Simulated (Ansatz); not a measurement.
Runs of Ansatz 0.2.0 on CuAu3. Symmetry: Pm-3m, No. 221, cubic system. Conventional cell: a = 3.980 Å, b = 3.980 Å, c = 3.980 Å, α = 90.00°, β = 90.00°, γ = 90.00°. Around Au (site symmetry 4/mmm) lie 8 Au at 2.81 Å and 4 Cu at 2.81 Å. Cu (site symmetry m-3m) has 12 Au at 2.81 Å as nearest neighbours. 

```tsv
potentials or basis	cutoff (eV)	basis error allowed	pressure (GPa)
all-electron LAPW, non-relativistic	244	0.002 eV/atom	22.8
all-electron LAPW, scalar-relativistic	244	0.002 eV/atom	-1.0
all-electron PAW datasets made for the crystal	260	-	-1.0
all-electron LAPW, inner shells corrected to Dirac's equation	244	0.002 eV/atom	(a)
```

Alike in all rows: task band structure; level PBEsol; no spin polarisation; cell as given; k mesh 7 × 7 × 7; smearing fermi-dirac 0.05 eV.

Task: Estimate the missing entries.

Result: (a) -0.9.

Caveats: relativity is left out, which matters for the heavier elements (some runs).

The runs don't all hold the same shells in valence.
